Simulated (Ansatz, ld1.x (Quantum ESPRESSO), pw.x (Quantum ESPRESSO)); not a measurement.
# What a changed setting does to a pw.x run (fcc Sb)

Potential: ultrasoft, ld1.x (Quantum ESPRESSO) 7.5, PBE; core [Kr] 4d10, reference 5s2 5p3; waves: 5s (bound): rcut 1.70, rcutus 1.95 bohr; 5s channel at -0.6 Ry: rcut 1.70, rcutus 1.95 bohr; 5p (bound): rcut 2.60, rcutus 2.85 bohr; 5p channel at 0.5 Ry: rcut 2.60, rcutus 2.85 bohr; 5d channel at 0.15 Ry: rcut 2.45, rcutus 2.60 bohr; local part: all-electron potential smoothed inside 2.12 bohr (lloc = -2); core correction: none; augmentation: built from norm-conserving waves at rcut, not smoothed further.

The reference run (k-mesh 12³, cutoffs 40/600 Ry, Fermi–Dirac 0.01 Ry, mixing_beta 0.4, conv_thr 1e-9, no spin) gives 0.06 GPa at 27.596 Å³/atom, where all-electron LAPW gives -0.00 GPa. This run, with its own iteration cap, changes ecutrho/ecutwfc to 1, a wrong or extreme entry chosen on purpose.

```
&control
  calculation='scf', prefix='x', pseudo_dir='./', outdir='./tmp', tstress=.true., disk_io='none'
/
&system
  ibrav=0, nat=1, ntyp=1, ecutwfc=40, ecutrho=40, nbnd=9,
  occupations='smearing', smearing='fd', degauss=0.01
/
&electrons
  conv_thr=1e-09, mixing_beta=0.4, electron_maxstep=70
/
ATOMIC_SPECIES
Sb 1.0 Sb.UPF
CELL_PARAMETERS angstrom
  0.00000000 2.39849443 2.39849443
  2.39849443 0.00000000 2.39849443
  2.39849443 2.39849443 0.00000000
ATOMIC_POSITIONS crystal
Sb 0.0000 0.0000 0.0000
K_POINTS automatic
12 12 12 0 0 0
```

```bash
pw.x < Sb.scf.in > Sb.scf.out
```

**Question.** How does the run end?

**Answer.** It stops with "set_cutoff: ecutrho <= ecutwfc?!?".

```
Error in routine set_cutoff (1):
     ecutrho <= ecutwfc?!?
```
